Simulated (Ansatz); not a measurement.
Input and command of a plane-wave DFT calculation in Ansatz:

```yaml
crystal:
  lattice:
    - [3.1000694126, 0.0, 0.0]
    - [-1.5500347063, 2.6847388648, 0.0]
    - [0.0, 0.0, 18.8676246101]
  atoms:
    - { symbol: W, position: [0.6666666667, 0.3333333333, 0.3326615702] }
    - { symbol: W, position: [0.3333333333, 0.6666666667, 0.6659949035] }
    - { symbol: W, position: [0.0, 0.0, 0.9993282369] }
    - { symbol: S, position: [0.3333333333, 0.6666666667, 0.2508537506] }
    - { symbol: S, position: [0.6666666667, 0.3333333333, 0.0811180125] }
    - { symbol: S, position: [0.0, 0.0, 0.584187084] }
    - { symbol: S, position: [0.3333333333, 0.6666666667, 0.4144513458] }
    - { symbol: S, position: [0.6666666667, 0.3333333333, 0.9175204173] }
    - { symbol: S, position: [0.0, 0.0, 0.7477846792] }
basis:
  ecutwfc: 420
kpoints:
  mp_grid: { grid: [12, 12, 2] }
hamiltonian:
  xc: pbesol
scf:
  occupations: { method: gaussian, width: 0.02 }
output:
  forces: true
  stress: true
  eigenvalues: true
  write_density: true
  write_potential: true
  elf: true
  volumetric_format: npy
relax:
  adjacent_minimum: "off"
  f_tol: 0.008
  max_steps: 40
```

```bash
ansatz run input.yaml --threads 1 --pin off --max-ram 2560MiB --backend cpu --events-out ev --progress --plain --runs-dir out
```

Processor: Intel(R) Xeon(R) Platinum 8488C (Sapphire Rapids), 1 thread, on a host shared with other jobs.

Question: How long does it run, and how much memory does it take?

Answer: About 77 s on 1 thread of Intel(R) Xeon(R) Platinum 8488C (Sapphire Rapids) (shared host), peak memory 0.55 GiB. It solves 48 bands at 38 k points (the mesh reduced by the symmetry that the task leaves, which can be less than the crystal's) with about 3063 plane waves, in 19 SCF iterations over 4 ionic steps.
